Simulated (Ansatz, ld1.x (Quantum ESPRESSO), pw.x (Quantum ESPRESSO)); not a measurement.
# Li (Z = 3): one change to the TM potential, in the atom and in the fcc crystal

lithium (Li), norm-conserving Troullier–Martins (Kleinman–Bylander form), made with ld1.x (Quantum ESPRESSO) 7.5 (PBE, scalar-relativistic). Core [He], reference 2s1 2p0. Waves: 2s (bound): rc 3.20 bohr; 2p (bound, empty): rc 4.20 bohr; 3d channel at 0.4 Ry: rc 4.40 bohr. Local part: the d channel. Core correction: none.

Change: all radii scaled by about 1.14 (s 3.66, p 4.80, d 5.02 bohr).

Cutoffs, loose and tight: the cutoffs (Ry, on a coarse ladder) from which the occupation-weighted sum of valence levels, in a spherical-Bessel basis at the reference potential, stays within 10 and 1 mRy of its value at 400 Ry. They do not see the model core or the augmentation charge, which bear on the density cutoff. Test errors are all-electron minus pseudo excitation energies from the reference, over the configurations 2s0.5 2p0; 2s0 2p1; variants that change the core or the reference have their own tests.

Crystal test: fcc Li in pw.x 7.5, no spin, 13³ k-points, Fermi–Dirac smearing 0.01 Ry, cutoffs set for each file from its atomic test. The reference is all-electron LAPW (Ansatz 0.2.0) with the same functional, mesh and smearing; V0 and B0 come from Birch–Murnaghan fits to the pressures at five volumes. Errors are pseudo minus all-electron; Δ is the rms difference of the E(V) curves that follow from these fits, minima aligned, over ±6 % about the mean V0. Mesh and smearing are coarse, so the numbers serve the comparison and aren't converged zero-temperature values; the lattice is a test structure that the element need not adopt.

All-electron: a0 = 4.329 Å (V0 = 20.28 Å³/atom), B0 = 13.7 GPa.

**Question.** Does the change bring the crystal closer to the all-electron result?

**Answer.** The mean pressure error goes from -0.93 to -1.45 GPa, so the change moves the solid further from the all-electron pressures. Neither pressure curve crosses zero within the volumes sampled, so no fits are given.

```tsv
quantity	base	changed
outcome (atom)	generated	generated
cutoff, loose (atom)	6 Ry	6 Ry
cutoff, tight (atom)	6 Ry	6 Ry
bound ghosts (atom)	none	none
largest test error (meV) (atom)	+4.7	+4.1
cutoffs in pw.x (Ry)	35/140	35/140
mean pressure error (GPa)	-0.93	-1.45
```

Base: The largest radius (4.40 bohr) exceeds half the bond length (2.90 bohr), so the spheres overlap, which is one possible source of error among others. This is a poor potential for the solid. Changed file: The largest radius (5.02 bohr) exceeds half the bond length (2.90 bohr), so the spheres overlap, which is one possible source of error among others. This is a poor potential for the solid. The atomic tests give no hint of an error of this size, and its cause was not traced. The atomic cutoffs weigh occupied waves only.
